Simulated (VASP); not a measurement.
A run of VASP 6.6.1 is set up as follows.

The input INCAR:

```
ALGO = Normal ; EDIFF = 1E-7
EDIFFG = -0.005 ; ENCUT = 600
GGA = PE ; IBRION = 2
ISIF = 3 ; ISMEAR = 0
IVDW = 12 ; LASPH = True
LCHARG = False ; LREAL = False
LWAVE = False ; NELM = 80
NSW = 90 ; PREC = Accurate
SIGMA = 0.03
```

Contents of KPOINTS:

```
k-points
0
Gamma
  8 8 8
```

File POSCAR:

```
NaI                                     
1.0
    0.0000000000      3.1817233134      3.1817233134
    3.1817233134      0.0000000000      3.1817233134
    3.1817233134      3.1817233134     -0.0000000000
  Na              I             
     1     1
Direct
     0.0000000000000000    0.0000000000000000    0.0000000000000000
     0.5000000000000000    0.5000000000000000    0.5000000000000000
```

Potentials or basis: VASP PAW PBE potentials, release 64 (Na_pv, I).

Run with:

```console
$ cat potpaw_PBE.64/Na_pv/POTCAR potpaw_PBE.64/I/POTCAR > POTCAR
$ mpirun -np 1 vasp_std > vasp.out
```

Predict the band gap on the k mesh.

3.78 eV, direct.

Predict the dispersion energy per atom.

-0.267 eV.

Final structure:
```
CELL_PARAMETERS angstrom
0.00000 3.18172 3.18172
3.18172 0.00000 3.18172
3.18172 3.18172 0.00000
ATOMIC_POSITIONS crystal
Na 0.00000 0.00000 0.00000
I 0.50000 0.50000 0.50000
```

Caveat: the relaxation stopped at its first step, so nothing moved; spin-orbit coupling is left out, which moves the levels of the heavy elements. As with any semilocal functional, this PBE gap is likely too small.
